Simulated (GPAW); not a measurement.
Crystal: Au.

```
CELL_PARAMETERS angstrom
0.00000 2.03500 2.03500
2.03500 0.00000 2.03500
2.03500 2.03500 0.00000
ATOMIC_POSITIONS crystal
Au 0.00000 0.00000 0.00000
```

```yaml
Program: GPAW 26.7.0
Task: relaxation of cell and atoms
Functional: RPBE
Potentials_or_basis: the program's PAW data sets (release 1.2.1) made for this functional
Cutoff: 600 eV
Basis: pw
k_mesh: 11 × 11 × 11
Occupations: fermi-dirac, width 0.05 eV
Spin: no spin polarisation
```

At the start: pressure 17.2 GPa; volume 16.85 Å³/atom.

**Question.** How do energy, volume and symmetry change on relaxing?

**Answer.** Over 17 steps the energy falls by 88.2 meV/atom and the volume is 18.70 Å³/atom (+10.9 %); space group Fm-3m (No. 225, to 0.05 Å).

The path:
```tsv
step	energy change (eV)	largest force (eV/Å)	pressure (GPa)	volume (Å³)
1	0.0000	0.0000	17.15	16.85
2	-0.0694	0.0000	6.95	17.79
3	-0.0831	0.0000	-3.06	19.22
4	-0.0840	0.0000	-2.78	19.17
5	-0.0856	0.0000	-2.23	19.07
6	-0.0871	0.0000	-1.44	18.93
7	-0.0881	0.0000	-0.47	18.77
8	-0.0880	0.0000	0.60	18.60
9	-0.0880	0.0000	0.59	18.61
10	-0.0880	0.0000	0.55	18.61
11	-0.0880	0.0000	0.51	18.62
12	-0.0880	0.0000	0.45	18.63
13	-0.0881	0.0000	0.38	18.64
14	-0.0881	0.0000	0.29	18.65
15	-0.0881	0.0000	0.20	18.66
16	-0.0882	0.0000	0.10	18.68
17	-0.0882	0.0000	-0.02	18.70
```

Final structure:
```
Au
1.0
     0.00000    2.10667    2.10667
     2.10667    0.00000    2.10667
     2.10667    2.10667    0.00000
Au
1
Direct
  0.00000 0.00000 0.00000
```

Caveat: with this Au data set, volumes or pressures lay over 1.5 % or 2 GPa off other programs in two to four cells of ten; later steps reuse the first step's grids; the volume moved by +11 % from the deposited cell, more than functionals usually miss.
